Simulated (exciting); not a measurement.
Write an ASE script for exciting (release sodium) that does the following.

- Task: band structure
- Functional: PBEsol
- Potentials or basis: all-electron LAPW+lo, shipped species files, valence relativity iora*
- rgkmax: 8
- k mesh: 8 × 8 × 8
- Occupations: methfessel-paxton, width 0.05 eV
- Spin: spin-orbit coupling, no magnetisation
- outputlevel: normal
- gmaxvr (cutoff of density and potential): 14 1/bohr
- lmaxapw (and lmaxmat): 10
- lmaxvr: 8
- nempty: 50
- Valence relativity: iora*
- epsengy: 1e-05 Ha
- epspot: 1e-05 Ha
- maxscl: 60
- Muffin-tin radii: In 2.3, Pd 2.3 bohr

The structure of InPd lies in POSCAR:

```
InPd
1.0
    3.2718847800      0.0000000000      0.0000000000
    0.0000000000      3.2718847800      0.0000000000
    0.0000000000      0.0000000000      3.2718847800
In Pd
1 1
Direct
    0.0000000000      0.0000000000      0.0000000000
    0.5000000000      0.5000000000      0.5000000000
```

The cell comes from a database or a generator and needn't be the stable form of this composition.

These files were run (other wordings do the same):

run_exciting.py

```python
import subprocess
import xml.etree.ElementTree as ET
from ase.io import read
from ase.units import Bohr

atoms = read("POSCAR")
rmt = {'In': 2.3, 'Pd': 2.3}  # bohr
tasks = """
<groundstate do="fromscratch" ngridk="8 8 8" rgkmax="8" gmaxvr="14" lmaxapw="10" lmaxmat="10" lmaxvr="8" xctype="GGA_PBE_SOL" stype="Methfessel-Paxton 1" swidth="0.00183747" nempty="50" ValenceRelativity="iora*" epsengy="1e-05" epspot="1e-05" maxscl="60" outputlevel="normal">
  <spin spinorb="true"/>
</groundstate>
<properties>
  <bandstructure>
    <plot1d>
      <path steps="80">
        <point coord="0 0 0" label="G"/>
        <point coord="0 0.5 0" label="X"/>
        <point coord="0.5 0.5 0" label="M"/>
        <point coord="0 0 0" label="G"/>
        <point coord="0.5 0.5 0.5" label="R"/>
        <point coord="0 0.5 0" label="X" breakafter="true"/>
        <point coord="0.5 0.5 0" label="M"/>
        <point coord="0.5 0.5 0.5" label="R"/>
      </path>
    </plot1d>
  </bandstructure>
  <chargedensityplot>
    <plot3d>
      <box grid="17 17 17">
        <origin coord="0 0 0"/>
        <point coord="1 0 0"/>
        <point coord="0 1 0"/>
        <point coord="0 0 1"/>
      </box>
    </plot3d>
  </chargedensityplot>
  <elfplot>
    <plot3d>
      <box grid="17 17 17">
        <origin coord="0 0 0"/>
        <point coord="1 0 0"/>
        <point coord="0 1 0"/>
        <point coord="0 0 1"/>
      </box>
    </plot3d>
  </elfplot>
  <exccplot>
    <plot3d>
      <box grid="17 17 17">
        <origin coord="0 0 0"/>
        <point coord="1 0 0"/>
        <point coord="0 1 0"/>
        <point coord="0 0 1"/>
      </box>
    </plot3d>
  </exccplot>
</properties>
"""

root = ET.Element("input")
ET.SubElement(root, "title").text = "InPd"
structure = ET.SubElement(root, "structure", speciespath="./", tshift="false")
crystal = ET.SubElement(structure, "crystal", scale="1.0")
for vector in atoms.cell / Bohr:
    ET.SubElement(crystal, "basevect").text = " ".join(f"{x:.12f}" for x in vector)
symbols = atoms.get_chemical_symbols()
for element in dict.fromkeys(symbols):
    species = ET.SubElement(structure, "species", speciesfile=element + ".xml", rmt=str(rmt[element]))
    for symbol, position in zip(symbols, atoms.get_scaled_positions(wrap=False)):
        if symbol == element:
            ET.SubElement(species, "atom", coord=" ".join(f"{x:.12f}" for x in position))
root.extend(ET.fromstring("<tasks>" + tasks + "</tasks>"))
ET.indent(root)
ET.ElementTree(root).write("input.xml")
subprocess.run(["exciting_smp"], check=True)
```

Potentials or basis: all-electron LAPW+lo, shipped species files, valence relativity iora*.

Run with:

```bash
$ OMP_NUM_THREADS=1 python run_exciting.py
```

It gave:

* Band gap on the k mesh: none (metal or under the smearing width)
* All electrons inside the program's atomic spheres: In 46.67; Pd 44.32 (radii In 2.3, Pd 2.3 bohr)

Caveat: total energies with spin-orbit coupling aren't reliable in this program, so none is listed and the log's shouldn't be used.

Wall time 2.5 min on 1 thread of AMD EPYC 9R45 96-Core Processor (Zen 5), with other jobs on the host, peak memory 0.16 GiB.
